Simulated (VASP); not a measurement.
Write the native input for VASP 6.6.1 that does the following.

| Item | Value |
| --- | --- |
| Task | relaxation of cell and atoms |
| Functional | optB86b-vdW |
| Potentials or basis | VASP PAW PBE potentials, release 64 (C) |
| Cutoff | 600 eV |
| k mesh | 12 × 12 × 4 |
| Occupations | fermi-dirac, width 0.05 eV |
| Spin | no spin polarisation |
| Further INCAR settings | ALGO = Normal; EDIFF = 1e-07; IBRION = 2; EDIFFG = -0.01; NSW = 40; ISIF = 3 |

The structure of C lies in POSCAR:

```
C
1.0
    2.5221000000      0.0000000000      0.0000000000
   -1.2610500000      2.1842026709      0.0000000000
    0.0000000000      0.0000000000      8.2371000000
C
8
Direct
    0.6666666667      0.3333333333      0.8437500000
    0.3333333333      0.6666666667      0.3437500000
    0.6666666667      0.3333333333      0.6562500000
    0.3333333333      0.6666666667      0.1562500000
    0.0000000000      0.0000000000      0.9062500000
    0.0000000000      0.0000000000      0.4062500000
    0.0000000000      0.0000000000      0.5937500000
    0.0000000000      0.0000000000      0.0937500000
```

This is a hexagonal form of diamond, not graphite.

These files were run (other wordings do the same):

INCAR

```
PREC = Accurate
ENCUT = 600
EDIFF = 1E-7
ISMEAR = -1
SIGMA = 0.05
LREAL = F
LASPH = T
NELM = 60
ALGO = Normal
ISIF = 3
LWAVE = F
LCHARG = F
GGA = MK
LUSE_VDW = T
AGGAC = 0.0
PARAM1 = 0.1234
PARAM2 = 1.0
IBRION = 2
NSW = 40
EDIFFG = -0.01
```

KPOINTS

```
Automatic mesh
0
Gamma
  12 12 4
```

Potentials or basis: VASP PAW PBE potentials, release 64 (C).

Launch:

```console
$ cat potpaw_PBE.64/C/POTCAR > POTCAR
$ mpirun -np 1 vasp_std > vasp.out
```

It gave:

* Relaxed volume: 5.69 Å³/atom
* Relaxed cell: a = 2.517 Å, b = 2.517 Å, c = 8.301 Å, α = 90.00°, β = 90.00°, γ = 120.00°
* Space group after relaxing (to 0.05 Å): P6_3/mmc (No. 194)
* Energy gained by relaxing: 2.6 meV/atom
* Ionic steps: 6
* Pressure after relaxing: 0.0 GPa
* Band gap on the k mesh: 4.58 eV, indirect (least direct gap 5.32 eV)

Caveat: the PAW data sets were made with another functional, which shifts forces and pressure a little.

It took 6 min on 1 thread of Intel(R) Xeon(R) Platinum 8375C CPU @ 2.90GHz (Ice Lake), on a shared host, peak memory 0.37 GiB.
